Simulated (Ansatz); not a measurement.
# GaP: the cost of one run

Computed with Ansatz 0.2.0 (DFT PBE, scalar-relativistic, plane waves, PAW, unless a step's input says otherwise).

## Step 1: The structure to begin with

The structure is cubic, space group F-43m (No. 216). Conventional cell: a = 5.451 Å, b = 5.451 Å, c = 5.451 Å, α = 90.00°, β = 90.00°, γ = 90.00°. Around Ga (site symmetry -43m) lie 4 P at 2.36 Å. P (site symmetry -43m) has 4 Ga at 2.36 Å as nearest neighbours.

Coordinates:

```xyz
54
Lattice="0.0000 8.1758 8.1758 8.1758 0.0000 8.1758 8.1758 8.1758 0.0000" Properties=species:S:1:pos:R:3 pbc="T T T"
Ga    0.0000    0.0000    0.0000
Ga    2.7252    2.7252    0.0000
Ga    5.4505    5.4505    0.0000
Ga    2.7252    0.0000    2.7252
Ga    5.4505    2.7252    2.7252
Ga    8.1758    5.4505    2.7252
Ga    5.4505    0.0000    5.4505
Ga    8.1758    2.7252    5.4505
Ga   10.9010    5.4505    5.4505
Ga    0.0000    2.7252    2.7252
Ga    2.7252    5.4505    2.7252
Ga    5.4505    8.1758    2.7252
Ga    2.7252    2.7252    5.4505
Ga    5.4505    5.4505    5.4505
Ga    8.1758    8.1758    5.4505
Ga    5.4505    2.7252    8.1758
Ga    8.1758    5.4505    8.1758
Ga   10.9010    8.1758    8.1758
Ga    0.0000    5.4505    5.4505
Ga    2.7252    8.1758    5.4505
Ga    5.4505   10.9010    5.4505
Ga    2.7252    5.4505    8.1758
Ga    5.4505    8.1758    8.1758
Ga    8.1758   10.9010    8.1758
Ga    5.4505    5.4505   10.9010
Ga    8.1758    8.1758   10.9010
Ga   10.9010   10.9010   10.9010
P     1.3626    1.3626    1.3626
P     4.0879    4.0879    1.3626
P     6.8131    6.8131    1.3626
P     4.0879    1.3626    4.0879
P     6.8131    4.0879    4.0879
P     9.5384    6.8131    4.0879
P     6.8131    1.3626    6.8131
P     9.5384    4.0879    6.8131
P    12.2636    6.8131    6.8131
P     1.3626    4.0879    4.0879
P     4.0879    6.8131    4.0879
P     6.8131    9.5384    4.0879
P     4.0879    4.0879    6.8131
P     6.8131    6.8131    6.8131
P     9.5384    9.5384    6.8131
P     6.8131    4.0879    9.5384
P     9.5384    6.8131    9.5384
P    12.2636    9.5384    9.5384
P     1.3626    6.8131    6.8131
P     4.0879    9.5384    6.8131
P     6.8131   12.2636    6.8131
P     4.0879    6.8131    9.5384
P     6.8131    9.5384    9.5384
P     9.5384   12.2636    9.5384
P     6.8131    6.8131   12.2636
P     9.5384    9.5384   12.2636
P    12.2636   12.2636   12.2636
```

The runs take a perfect supercell of 54 atoms; the defect goes to fractional position (0.000, 0.000, 0.000).

## Step 2: The perfect supercell

input.yaml

```yaml
crystal:
  lattice:
    - [0.0, 8.17575, 8.17575]
    - [8.17575, 0.0, 8.17575]
    - [8.17575, 8.17575, 0.0]
  atoms:
    - { symbol: Ga, position: [0.0, 0.0, 0.0] }
    - { symbol: Ga, position: [0.0, 0.0, 0.333333] }
    - { symbol: Ga, position: [0.0, 0.0, 0.666667] }
    - { symbol: Ga, position: [0.0, 0.333333, 0.0] }
    - { symbol: Ga, position: [0.0, 0.333333, 0.333333] }
    - { symbol: Ga, position: [0.0, 0.333333, 0.666667] }
    - { symbol: Ga, position: [0.0, 0.666667, 0.0] }
    - { symbol: Ga, position: [0.0, 0.666667, 0.333333] }
    - { symbol: Ga, position: [0.0, 0.666667, 0.666667] }
    - { symbol: Ga, position: [0.333333, 0.0, 0.0] }
    - { symbol: Ga, position: [0.333333, 0.0, 0.333333] }
    - { symbol: Ga, position: [0.333333, 0.0, 0.666667] }
    - { symbol: Ga, position: [0.333333, 0.333333, 0.0] }
    - { symbol: Ga, position: [0.333333, 0.333333, 0.333333] }
    - { symbol: Ga, position: [0.333333, 0.333333, 0.666667] }
    - { symbol: Ga, position: [0.333333, 0.666667, 0.0] }
    - { symbol: Ga, position: [0.333333, 0.666667, 0.333333] }
    - { symbol: Ga, position: [0.333333, 0.666667, 0.666667] }
    - { symbol: Ga, position: [0.666667, 0.0, 0.0] }
    - { symbol: Ga, position: [0.666667, 0.0, 0.333333] }
    - { symbol: Ga, position: [0.666667, 0.0, 0.666667] }
    - { symbol: Ga, position: [0.666667, 0.333333, 0.0] }
    - { symbol: Ga, position: [0.666667, 0.333333, 0.333333] }
    - { symbol: Ga, position: [0.666667, 0.333333, 0.666667] }
    - { symbol: Ga, position: [0.666667, 0.666667, 0.0] }
    - { symbol: Ga, position: [0.666667, 0.666667, 0.333333] }
    - { symbol: Ga, position: [0.666667, 0.666667, 0.666667] }
    - { symbol: P, position: [0.083333, 0.083333, 0.083333] }
    - { symbol: P, position: [0.083333, 0.083333, 0.416667] }
    - { symbol: P, position: [0.083333, 0.083333, 0.75] }
    - { symbol: P, position: [0.083333, 0.416667, 0.083333] }
    - { symbol: P, position: [0.083333, 0.416667, 0.416667] }
    - { symbol: P, position: [0.083333, 0.416667, 0.75] }
    - { symbol: P, position: [0.083333, 0.75, 0.083333] }
    - { symbol: P, position: [0.083333, 0.75, 0.416667] }
    - { symbol: P, position: [0.083333, 0.75, 0.75] }
    - { symbol: P, position: [0.416667, 0.083333, 0.083333] }
    - { symbol: P, position: [0.416667, 0.083333, 0.416667] }
    - { symbol: P, position: [0.416667, 0.083333, 0.75] }
    - { symbol: P, position: [0.416667, 0.416667, 0.083333] }
    - { symbol: P, position: [0.416667, 0.416667, 0.416667] }
    - { symbol: P, position: [0.416667, 0.416667, 0.75] }
    - { symbol: P, position: [0.416667, 0.75, 0.083333] }
    - { symbol: P, position: [0.416667, 0.75, 0.416667] }
    - { symbol: P, position: [0.416667, 0.75, 0.75] }
    - { symbol: P, position: [0.75, 0.083333, 0.083333] }
    - { symbol: P, position: [0.75, 0.083333, 0.416667] }
    - { symbol: P, position: [0.75, 0.083333, 0.75] }
    - { symbol: P, position: [0.75, 0.416667, 0.083333] }
    - { symbol: P, position: [0.75, 0.416667, 0.416667] }
    - { symbol: P, position: [0.75, 0.416667, 0.75] }
    - { symbol: P, position: [0.75, 0.75, 0.083333] }
    - { symbol: P, position: [0.75, 0.75, 0.416667] }
    - { symbol: P, position: [0.75, 0.75, 0.75] }
basis:
  ecutwfc: 420
  fft_grid_basis: typed
kpoints:
  mp_grid: { grid: [1, 1, 1] }
hamiltonian:
  xc: pbe
  pseudopotentials: { kind: paw }
scf:
  occupations: { method: gaussian, width: 0.05 }
output:
  forces: true
  stress: false
  eigenvalues: true
  bader: false
  write_density: true
  volumetric_format: npy
```

Command:

```
$ ansatz run input.yaml --threads 8 --pin off --max-ram 16384MiB --backend cpu --events-out ev --progress --plain --runs-dir out
```

**Question.** How long does this run take on 8 threads of Intel Xeon Platinum 8259CL at 2.50GHz (Skylake/Cascade Lake), shared host, and how much memory does it need?

About 8.2 s, with a peak of 1.4 GiB.
